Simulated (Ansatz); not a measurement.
In2O3 built on the corundum prototype: an Ansatz output whose functional has been blanked. The geometry is the r2SCAN minimum.

```
CELL_PARAMETERS angstrom
2.75382 1.58992 4.85434
-2.75382 1.58992 4.85434
0.00000 -3.17984 4.85434
ATOMIC_POSITIONS crystal
In 0.85704 0.85704 0.85704
In 0.35704 0.35704 0.35704
In 0.14296 0.14296 0.14296
In 0.64296 0.64296 0.64296
O 0.45339 0.04661 0.75000
O 0.04661 0.75000 0.45339
O 0.54661 0.95339 0.25000
O 0.25000 0.54661 0.95339
O 0.95339 0.25000 0.54661
O 0.75000 0.45339 0.04661
```

```
scf.n_extra_bands = 6 over 44 filled bands (N_el = 88.0): the run solves 50 bands
Pseudopotential: In, paw, valence charge 13, recommended cutoff 420 eV
Pseudopotential: O, paw, valence charge 6, recommended cutoff 420 eV
Crystal: 10 atoms, lattice volume = 127.524 Å³
Basis set: ecut = 420 eV, 2489 PW (Γ)
Symmetry: 12 space group operations
Space group: R-3c (ITA 167)
k-points: 13 of 64
hybrid outer 1: dexx = +6.798e-2 eV, tail = 1.14e-4 eV
hybrid outer 2: dexx = +1.502e-6 eV, tail = 3.84e-8 eV, Δε = 3.03e-3 eV, ΔF = 1.02e-3 eV/Å
hybrid SCF converged: 2 outer / 10 inner (+2 warm-up)
Free energy (F): -25808.769498 eV
Fermi energy:    7.284092 eV
--- Per-component energies (eV) ---
  E_band       = -176.887151
  E_kinetic    = 2040.401249
  E_local      = -5912.914730
  E_nonlocal   = 1769.024061
  E_hartree    = 2283.026732
  E_xc         = -997.908992
  E_vxc        = -737.158269
  E_exx        = -283.843808
  E_paw        = -17627.818013
  E_vpaw       = -1334.613188
  E_ewald      = -7080.691667
  E_core_change = 1.941355
--- Forces (eV/Å), atoms counted from 1 ---
  atom   1  In      0.00000      0.00000    -0.00438
  atom   2  In      0.00000      0.00000    -0.00438
  atom   3  In      0.00000      0.00000      0.00438
  atom   4  In      0.00000      0.00000      0.00438
  atom   5  O     -0.03549      0.00000      0.00000
  atom   6  O       0.01774      0.03073      0.00000
  atom   7  O       0.03549      0.00000      0.00000
  atom   8  O     -0.01774      0.03073      0.00000
  atom   9  O     -0.01774    -0.03073      0.00000
  atom  10  O       0.01774    -0.03073      0.00000
--- Stress (GPa, compression-positive) ---
       -1.410500       0.000000       0.000000
        0.000000      -1.410500       0.000000
        0.000000       0.000000      -0.834643
  P = ⅓ Tr σ = -1.2185 GPa (-12.185 kbar)
--- Band table (eV; the first three rows and the last of 13) ---
  k-point 0: bands = […, 6.8144, 6.8225, 7.0296, 7.0296, 7.2841, 7.2841, 10.7147, 15.2552, 16.1456, 17.2145, …]
  k-point 1: bands = […, 6.7546, 6.7596, 6.8683, 6.9229, 7.1044, 7.2718, 12.2948, 15.8301, 15.8578, 16.5418, …]
  k-point 2: bands = […, 6.3025, 6.3025, 6.5699, 6.5699, 7.2143, 7.2143, 14.6445, 14.6445, 15.6863, 15.6863, …]
  k-point 12: bands = […, 6.1182, 6.1182, 7.1076, 7.1076, 7.1076, 7.1076, 14.0111, 14.0111, 17.1756, 17.1756, …]
```

bands.tsv, columns around the gap (it counts bands from 0):
```tsv
# k_distance	band_39	band_40	band_41	band_42	band_43	band_44	band_45	band_46	band_47
# fermi_ev = 7.284092
# [0, 0, 0] at k_distance = 0.000000
# [0.5, 0.5, 0.5] at k_distance = 0.647172
# [0.7618181255, 0.2381818745, 0.5] at k_distance = 1.244543
# [0.5, -0.2381818745, 0.2381818745] at k_distance = 1.760315
# [0.5, 0, 0] at k_distance = 2.303757
# [0.3690909373, -0.3690909373, 0] at k_distance = 2.782112
# [0.6309090627, 0, 0.3690909373] at k_distance = 3.236112
# [0.5, 0, 0.5] at k_distance = 3.534797
# [0, 0.192708, -0.197917] at k_distance = 4.686590
# levels_relative_to = fermi_ev
0.000	-0.462	-0.255	-0.255	0.000	0.000	3.431	7.971	8.862	9.930
0.647	-1.166	-0.176	-0.176	-0.176	-0.176	6.727	6.727	9.891	9.891
1.245	-0.835	-0.358	-0.358	-0.145	-0.145	8.069	8.069	8.409	8.409
1.760	-0.835	-0.358	-0.358	-0.145	-0.145	8.069	8.069	8.409	8.409
2.304	-0.982	-0.714	-0.714	-0.070	-0.070	7.360	7.360	8.402	8.402
2.782	-0.570	-0.496	-0.251	-0.185	-0.058	7.746	7.994	8.218	8.809
3.236	-0.570	-0.496	-0.251	-0.185	-0.058	7.746	7.994	8.218	8.809
3.535	-0.884	-0.594	-0.298	-0.054	-0.034	7.628	7.988	9.097	9.116
4.687	-0.900	-0.479	-0.152	-0.112	0.011	5.689	8.288	8.677	9.062
```
In order the rows are Γ, T, H₂, H₀, L, S₀, S₂, F, (0, 0.193, -0.198).

Problem. Which functional gave these numbers?
A. r2SCAN0
B. HSE06
C. LC-ωPBE
D. PBE0

Solution. D. PBE0. The exchange loop and the term E_exx show exact exchange. With PBE0 the valence top lies at k = (0, 0.193, -0.198) and the conduction bottom at Γ, 3.42 eV higher; the smallest vertical gap, at Γ, is 3.43 eV. Least and direct gap differ so little that the kind isn't settled. Among hybrids the size of the gap and of E_exx follows the share and range of exact exchange. The stress of a hybrid is loosely converged here. The log narrows the family; the member has to be judged from the numbers.

Run as `ansatz run input.yaml --threads 4 --pin off --max-ram 7372MiB --backend cpu --events-out ev --progress --plain --runs-dir out`. It took 2.4 min on 4 threads of Arm Neoverse V2, with other jobs on the host; peak host memory 2.2 GiB.

Spin-unpolarised throughout; all numbers are computed.

Spin-orbit coupling is left out, which matters wherever the heavy atoms make up the band edges.

The meshes of the hybrids are coarse, so their gaps aren't converged to the digits shown.
